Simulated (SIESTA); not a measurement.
Here is a SIESTA 5.4.2 calculation.

The input HfC.fdf:

```
SystemName                      HfC
SystemLabel                     HfC
NumberOfSpecies                 2
NumberOfAtoms                   4
%block ChemicalSpeciesLabel
  1  72 Hf
  2   6 C
%endblock ChemicalSpeciesLabel

LatticeConstant                 1.0 Ang
%block LatticeVectors
     3.3428660531     0.0000000000     0.0000000000
    -1.6714330265     2.8950069234     0.0000000000
     0.0000000000     0.0000000000     5.2027140000
%endblock LatticeVectors
AtomicCoordinatesFormat         Fractional
%block AtomicCoordinatesAndAtomicSpecies
     0.3387840000     0.6665510000     0.2562210000  1  Hf
     0.6766480000     0.3424410000     0.7491100000  1  Hf
     0.0096910000     0.0067720000     0.4996400000  2  C
     0.0012890000    -0.0052170000     0.0030640000  2  C
%endblock AtomicCoordinatesAndAtomicSpecies

%block kgrid.MonkhorstPack
    9   0   0  0.0
    0   9   0  0.0
    0   0   5  0.0
%endblock kgrid.MonkhorstPack
XC.Functional                   GGA
XC.Authors                      PBEsol
PAO.BasisSize                   DZP
PAO.EnergyShift                 0.003 Ry
Mesh.Cutoff                     800 Ry
OccupationFunction              FD
ElectronicTemperature           0.05 eV
MaxSCFIterations                120
SCF.MustConverge                false
SCF.Mixer.Method                Pulay
SCF.Mixer.Weight                0.25
SCF.Mixer.History               8
SCF.DM.Tolerance                5.0e-05
SCF.H.Tolerance                 1.0e-03 eV
WriteForces                     true
Charge.Mulliken                 end
%block PAO.Basis
  Hf 5
  n=5 0 2
    3.241 0.000
  n=6 0 2
    8.114 0.000
  n=5 1 2
    3.929 0.000
  n=6 1 1
    8.114
  n=5 2 2
    7.842 0.000
%endblock PAO.Basis
```

Potentials or basis: PseudoDojo 0.4 standard (PBEsol files), DZP (energy shift 0.003 Ry; two zetas on semicore shells).

Command:

```bash
$ siesta HfC.fdf > HfC.out 2>&1
```

Task: What does it give for the largest force?

Result: 0.677 eV/Å.

Task: Estimate the band gap on the k mesh.

Result: None (metal or under the smearing width).

Task: Estimate the pressure.

Result: -4.8 GPa.

Stress tensor (GPa, compression positive):
```
-5.39  0.00 -0.01
 0.00 -5.46 -0.09
-0.01 -0.09 -3.65
```

Caveat: short orbitals over semicore shells can move pressures by several GPa; the basis of atomic orbitals isn't converged, which shifts pressures, moduli and gaps. The run has no spin-orbit coupling, so splittings on Hf are missing.
